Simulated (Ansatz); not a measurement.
# SiO2 (I4/mmm) in Ansatz: further runs, part 3 of 3

Ansatz 0.2.0. Earlier steps stand in the parts before.

### Step 4. Single point, PBE

input.yaml reads:

```yaml
crystal:
  lattice:
    - [-4.47204052, 4.47204052, 2.61177035]
    - [4.47204052, -4.47204052, 2.61177035]
    - [4.47204052, 4.47204052, -2.61177035]
  atoms:
    - { symbol: Si, position: [0.82311142, 0.82311142, 0.64622284] }
    - { symbol: Si, position: [0.17688858, 0.82311142, 0.0] }
    - { symbol: Si, position: [0.82311142, 0.17688858, 0.0] }
    - { symbol: Si, position: [0.17688858, 0.17688858, 0.35377716] }
    - { symbol: O, position: [0.0, 0.79145134, 0.79145134] }
    - { symbol: O, position: [0.20854866, 0.0, 0.20854866] }
    - { symbol: O, position: [0.79145134, 0.0, 0.79145134] }
    - { symbol: O, position: [0.0, 0.20854866, 0.20854866] }
    - { symbol: O, position: [0.0, 0.0, 0.5] }
    - { symbol: O, position: [0.5, 0.0, 0.0] }
    - { symbol: O, position: [0.0, 0.5, 0.0] }
    - { symbol: O, position: [0.5, 0.5, 0.5] }
hamiltonian:
  xc: pbe
  pseudopotentials: { kind: paw }
kpoints:
  mp_grid: { grid: [6, 6, 6] }
scf:
  occupations: { method: fermi_dirac, width: 0.05 }
basis:
  ecutwfc: "350 eV"
output:
  forces: true
  stress: true
  eigenvalues: true
  write_density: true
  write_potential: true
  elf: true
  volumetric_format: npy
```

Potentials or basis: Ansatz PAW.

The run is started by

```console
> ansatz run input.yaml --threads 4 --pin off --max-ram 11264MiB --backend cpu --events-out ev --progress --plain --runs-dir out
```

The log of the run:

```text
Warning: basis.ecutwfc = 350 eV is below the records' recommended 420 eV, and the density's cutoff is lower with it unless basis.ecutrho_ratio is high enough to keep the records' density cutoff: compare with a run at a higher cutoff
Warning: RAYON_NUM_THREADS=4 ignored (pool sized by the plan → 4); use --threads N
Engine: ansatz 0.2.0, aarch64-unknown-linux-gnu
Pseudopotentials: kind: paw
Pseudopotential: Si, paw, valence charge 4, recommended cutoff 420 eV (normal), Si.paw.azcp
Pseudopotential: O, paw, valence charge 6, recommended cutoff 420 eV (normal), O.paw.azcp
Functional definition: PBE
  parameter kappa = 0.804
  parameter beta = 0.06672455060314922
  exchange = pbe_x(kappa = kappa, mu = beta*pi^2/3)
  correlation = pbe_c(beta = beta)
Crystal: 12 atoms, lattice volume = 208.933 Å³
Basis set: ecut = 350 eV, 3107 PW (Γ), exchange–correlation on 90×90×90 points (8 copies of the dense FFT grid, shifted against one another)
Bands: 44, of which v1, the nominal top of the filled ones, is band 32 counted from 1 (31 counted from 0)
Symmetry: 16 space group operations
Space group: I4/mmm (ITA 139), of the structure as read, at distance tolerance 5.9e-5 Å
k-points: 30 of 216
Non-local potential: Si, projectors of the file, l = 0: 2, l = 1: 2, l = 2: 2
Non-local potential: O, projectors of the file, l = 0: 2, l = 1: 2, l = 2: 1
PAW form: soft (Blöchl's): semilocal exchange-correlation on the pseudo side does not see the compensation charge
PAW one-centre angular grid: Si, 110 points (default); XC on 64 Gauss nodes
PAW one-centre angular grid: O, 110 points (default); XC on 64 Gauss nodes
Initial density: superposition of atomic densities (neutral atoms: chi_scale 0, normalization atom), corrected by the library's trained network
Initial wavefunctions: pseudopotential atomic-orbital guess
Functional: x = pbe(κ = 0.804, μ = 0.2195149727645171), c = pbe(β = 0.06672455060314922)
SCF iter   1: F=—  HF=-7095.485057 eV  |F-HF|=—  |Δ(HF+E_count)|=         —  Δρ=5.49e-3  dr2=1.82e-2  ethr=1.77e-3  ⟨swp⟩=6.9  Hψ=6993  notcnv=0  defer=29
preconditioner: auto → Resta (q_TF=auto, 2.240 Å⁻¹)  ε∞=2.6  [insulator: Δε(μ)=5.402 eV  Ē_g=16.467 eV  σ=0.050 eV  W_gap=1.00  n_scr=44 (ndim 8)  ℏωp=20.6 eV  f_vac=0.344  D(μ)=0.00/eV (n_scr^D=0)  ε∞_Penn≈2.6]
SCF iter   2: F=—  HF=-7095.486738 eV  |F-HF|=—  |Δ(HF+E_count)|=   1.68e-3  Δρ=2.04e-3  dr2=1.91e-3  ethr=2.84e-5  ⟨swp⟩=2.0  Hψ=2464  notcnv=0  defer=160
SCF iter   3: F=—  HF=-7095.488390 eV  |F-HF|=—  |Δ(HF+E_count)|=   1.65e-3  Δρ=1.04e-3  dr2=3.78e-4  ethr=2.98e-6  ⟨swp⟩=2.8  Hψ=1956  notcnv=0  defer=160
SCF iter   4: F=—  HF=-7095.488946 eV  |F-HF|=—  |Δ(HF+E_count)|=   5.56e-4  Δρ=3.80e-4  dr2=5.14e-5  ethr=5.90e-7  ⟨swp⟩=2.0  Hψ=1703  notcnv=0  defer=160
SCF iter   5: F=—  HF=-7095.488986 eV  |F-HF|=—  |Δ(HF+E_count)|=   3.98e-5  Δρ=7.72e-5  dr2=3.78e-6  ethr=8.03e-8  ⟨swp⟩=2.3  Hψ=2096  notcnv=0  defer=160
SCF iter   6: F=-7095.488988 eV  HF=-7095.488988 eV  |F-HF|=5.15e-8  |Δ(HF+E_count)|=   1.59e-6  Δρ=8.10e-6  dr2=9.83e-8  ethr=1.56e-10  ⟨swp⟩=16.5  Hψ=11877  notcnv=0
SCF 1 converged in 6 iterations: F = -7095.488988 eV  dr2 = 9.83e-8
WARN: The input density's exchange-correlation potential varies sharply where the density is thin. Do not read a vacuum level from v_tot or v_xc, or from such a field of the output density. On a cell that repeats whose density bears no net charge and no dipole along the vacuum's axis use v_es (v_loc + v_h of the components); under efield.dipole_correction with no amplitude use v_es + v_field, which holds any external_charges[].barrier, or the levels of the report's work_function block, which leave it out; under a non-zero efield.amplitude the vacuum is tilted and has no level; on a cell that repeats and bears such a dipole with no correction it is tilted too, and efield.dipole_correction with no amplitude gives each side of its ramp a level where efield: is served; in a cell that repeats whose density bears a net charge (total_charge, or a fill off its count) it is curved and has none; of a slab under crystal.periodic whose density bears no net charge use v_es, which has a level on each side, short of where the two are joined; of another it falls or rises all the way out and has none; of a slab beside external_charges read slab_vacuum_level instead, which it has where they leave it neutral. The grid or the basis barely resolves most such structure, and the values can differ between equally converged runs; as a rule a tighter scf.convergence.dr2_threshold does not remove it. Where the density itself ripples (under the LDA too) a higher basis.ecutwfc lessens it. The files hold the spikes' plane waves up to the density's cutoff. Files: v_tot and the like, and their columns of v_z.tsv (output.write_potential); v_xc and the like, and their columns of v_comp_z.tsv (output.write_potential_components); where files of the output density stand in their place, no point of their own thin density is over the threshold below, and this is of outcome.potential() and, of a run that writes arrays (npy), the arrays of these names. Measured: with its Gaussian average of σ = 0.25 Å subtracted twice, the exchange-correlation potential is over 0.1 eV at 422 of the grid points where the equally averaged density (valence and model cores) is under 1e-3 e/Å³, and 1.92 eV at the most among them, at an averaged density of 9.4e-4 e/Å³. See output.write_potential in the manual, Limitations
SCF converged after 6 iterations
Free energy (F): -7095.488988 eV
Harris-Foulkes:  -7095.488988 eV  (|F-HF|=5.15e-8)
Internal energy: -7095.488988 eV  (E = F + TS)
E sigma→0 (E₀):  -7095.488988 eV
Fermi energy:    2.780319 eV
--- Per-component energies (eV) ---
  E_band       = -452.930621
  E_kinetic    = 1621.865366
  E_local      = -5496.419086  (includes V_loc(G=0)·N_el)
  E_nonlocal   = 474.150951
  E_hartree    = 2102.127386
  E_xc         = -818.832537
  E_vxc        = -950.654307  (∫ρ·V_xc dr)
  E_paw        = -3324.581785  (= ΣΔE_a)
  E_vpaw       = -306.160611  (= ΣTr[D̂ρ^β])
  E_aug_tail   = 0.028223  (compensation charges beyond the density's cutoff)
  E_ewald      = -1653.827506
  E_smearing   = -0.000000  (= −TS)
  E_closure    = -0.000000  (closes the sum)
  Σ components = -7095.488988   (vs F -7095.488988, Δ=0.00e0)
--- Forces (eV/Å), atoms counted from 1 ---
  atom   1  Si     0.03252118     0.03252118     0.00000000
  atom   2  Si     0.03252118    -0.03252118    -0.00000000
  atom   3  Si    -0.03252118     0.03252118     0.00000000
  atom   4  Si    -0.03252118    -0.03252118     0.00000000
  atom   5  O     -0.21471847     0.00000000     0.00000000
  atom   6  O     -0.00000000     0.21471847    -0.00000000
  atom   7  O     -0.00000000    -0.21471847     0.00000000
  atom   8  O      0.21471847     0.00000000     0.00000000
  atom   9  O      0.00000000     0.00000000     0.00000000
  atom  10  O      0.00000000    -0.00000000     0.00000000
  atom  11  O      0.00000000    -0.00000000    -0.00000000
  atom  12  O      0.00000000     0.00000000    -0.00000000
  max |Σ_I F_I| component: 2.78e-17 eV/Å
--- Stress (GPa, compression-positive) ---
        3.501386      -0.000000       0.000000
       -0.000000       3.501386       0.000000
        0.000000       0.000000       3.700654
  P = ⅓ Tr σ = 3.5678 GPa (35.678 kbar)
--- Band table (eV; the first three rows and the last of 30) ---
  k-point 0: bands = ["-19.5102", "-18.6494", "-18.1004", "-18.1004", "-17.5069", "-17.4754", "-17.4754", "-17.4547", "-8.9986", "-8.9986", "-7.4425", "-6.0017", "-5.8207", "-5.8207", "-5.4833", "-5.4406", "-3.3403", "-2.7888", "-2.7888", "-2.6243", "-2.1218", "-2.0747", "-2.0747", "-1.9767", "-1.9767", "-1.4236", "-1.3880", "-1.3880", "-0.8341", "-0.6862", "-0.0374", "-0.0288", "5.4231", "8.3472", "8.5851", "8.8673", "9.1981", "9.5396", "9.5396", "10.2733", "10.2733", "10.3307", "11.2008", "11.2164"]
  k-point 1: bands = ["-19.4753", "-18.7547", "-18.0985", "-18.0313", "-17.4992", "-17.4754", "-17.4754", "-17.4575", "-9.0995", "-8.9897", "-7.2828", "-5.9700", "-5.8642", "-5.8072", "-5.5213", "-5.4764", "-3.3331", "-2.7488", "-2.7486", "-2.6112", "-2.1827", "-2.1516", "-2.1182", "-2.0750", "-1.9228", "-1.4937", "-1.4114", "-1.2766", "-0.6908", "-0.6376", "-0.1020", "-0.0717", "5.5910", "8.1802", "8.5420", "8.9438", "9.1072", "9.5723", "9.6510", "10.1190", "10.1781", "10.3124", "11.0098", "11.2761"]
  k-point 2: bands = ["-19.3775", "-18.9550", "-18.0943", "-17.9338", "-17.4812", "-17.4755", "-17.4754", "-17.4630", "-9.2653", "-8.9720", "-6.9668", "-5.9825", "-5.8799", "-5.7658", "-5.6199", "-5.5573", "-3.3082", "-2.6540", "-2.6409", "-2.5737", "-2.3315", "-2.2576", "-2.2452", "-2.2212", "-1.8645", "-1.6132", "-1.4579", "-0.9886", "-0.5089", "-0.4793", "-0.2922", "-0.1656", "6.0523", "7.5444", "8.6147", "8.9683", "9.2444", "9.6865", "9.8009", "9.8521", "10.0271", "10.3923", "10.5079", "10.9140"]
  k-point 29: bands = ["-19.0897", "-19.0897", "-18.6761", "-17.4866", "-17.4774", "-17.4644", "-17.4635", "-17.4635", "-10.0529", "-7.9188", "-6.5761", "-6.5761", "-5.9455", "-5.7428", "-5.7428", "-5.4395", "-3.3517", "-3.0105", "-2.7019", "-2.5388", "-2.3721", "-2.3721", "-2.2823", "-1.8061", "-1.8061", "-1.5807", "-1.4477", "-1.0291", "-1.0291", "-0.1958", "-0.0233", "-0.0233", "7.6102", "7.6266", "7.6266", "8.0054", "8.7069", "8.7069", "9.2198", "9.8767", "9.8767", "10.4249", "10.6233", "11.5184"]
```

It took 4 s on 4 threads of Arm Neoverse V1, shared host; peak memory 0.58 GiB.

Results:

- Free energy: -7095.4890 eV
- Pressure: 3.6 GPa
- Largest force: 0.215 eV/Å
- Band gap on the k mesh: 5.45 eV, indirect (least direct gap 5.45 eV)

Forces in eV/Å, atoms in the order of the input:
```
Si   0.033  0.033  0.000
Si   0.033 -0.033  0.000
Si  -0.033  0.033  0.000
Si  -0.033 -0.033  0.000
O   -0.215  0.000  0.000
O    0.000  0.215  0.000
O    0.000 -0.215  0.000
O    0.215  0.000  0.000
O    0.000  0.000  0.000
O    0.000  0.000  0.000
O    0.000  0.000  0.000
O    0.000  0.000  0.000
```

Caveat: the pressure holds a Pulay correction of +4.7 GPa for the finite cutoff; the cutoff lies under the one recommended for these potentials.

### Step 5. Single point, PBE

Edit input.yaml of step 4 so:

```diff
@@ -22,7 +22,5 @@
 kpoints:
-  mp_grid: { grid: [6, 6, 6] }
+  mp_grid: { grid: [4, 4, 4] }
 scf:
   occupations: { method: fermi_dirac, width: 0.05 }
-basis:
-  ecutwfc: "350 eV"
 output:
@@ -31,5 +29 @@
   eigenvalues: true
-  write_density: true
-  write_potential: true
-  elf: true
-  volumetric_format: npy
```

The run is started by

```console
> ansatz run input.yaml --threads 4 --pin off --max-ram 11264MiB --backend cpu --events-out ev --progress --plain --runs-dir out
```

Run time: 1.9 s. Hardware: 4 threads of Arm Neoverse V1, shared host; peak memory 0.58 GiB.

The run converged. Its results:

| Property | Result |
| --- | --- |
| Free energy | -7096.2009 eV |
| Pressure | 3.7 GPa |
| Largest force | 0.216 eV/Å |
| Band gap on the k mesh | 5.46 eV, indirect (least direct gap 5.46 eV) |

Forces in eV/Å, atoms in the order of the input:
```
Si   0.032  0.032  0.000
Si   0.032 -0.032  0.000
Si  -0.032  0.032  0.000
Si  -0.032 -0.032  0.000
O   -0.216  0.000  0.000
O    0.000  0.216  0.000
O    0.000 -0.216  0.000
O    0.216  0.000  0.000
O    0.000  0.000  0.000
O    0.000  0.000  0.000
O    0.000  0.000  0.000
O    0.000  0.000  0.000
```

Stress tensor (GPa, compression positive):
```
3.58 0.00 0.00
0.00 3.58 0.00
0.00 0.00 3.80
```

Levels at points of the mesh, in eV from the valence-band top:
```tsv
k point	band 29	band 30	band 31	band 32	band 33	band 34	band 35	band 36
(0.00, 0.00, 0.00)	-0.81	-0.66	-0.01	-0.01	5.46	8.37	8.62	8.90
(0.00, 0.00, -0.50)	-0.45	-0.37	-0.37	-0.24	6.61	6.96	8.70	8.93
(0.00, -0.50, 0.00)	-1.10	-0.77	-0.59	-0.24	7.68	7.76	8.66	8.96
(-0.50, -0.50, -0.50)	-1.01	-0.17	0.00	0.00	7.64	7.66	7.66	8.03
```

Caveat: the pressure holds a Pulay correction of +0.4 GPa for the finite cutoff.

### Step 6. Summary

```csv
task,level,cell,k mesh,cutoff (eV),gap on the mesh (eV),pressure (GPa),relaxed volume (Å³/atom),largest force (eV/Å)
relaxation of cell and atoms,RPBE,relaxed,6 × 6 × 6,420,5.31,0.0,18.10,-
relaxation of cell and atoms,r2SCAN+D3(BJ),relaxed,6 × 6 × 6,500,6.08,0.0,17.35,-
single point,PBE,as given,6 × 6 × 6,350,5.45,3.6,-,0.21
single point,PBE,as given,4 × 4 × 4,420,5.46,3.7,-,0.22
```

Alike in all rows: potentials or basis Ansatz PAW; no spin polarisation; smearing fermi-dirac 0.05 eV.

Caveats: the plane-wave basis is chosen anew once the cell has moved, so the energies of steps on either side of that aren't comparable (some runs); the PAW data sets come from PBE, with cores solved anew for the run's functional, which leaves a small shift of forces and pressure (some runs); the dispersion damping was fitted for another functional or another form of the correction (some runs); the pressure holds a Pulay correction of +4.7 GPa for the finite cutoff (some runs); the cutoff lies under the one recommended for these potentials (some runs).

Absolute energies hang on the potentials; compare differences alone.
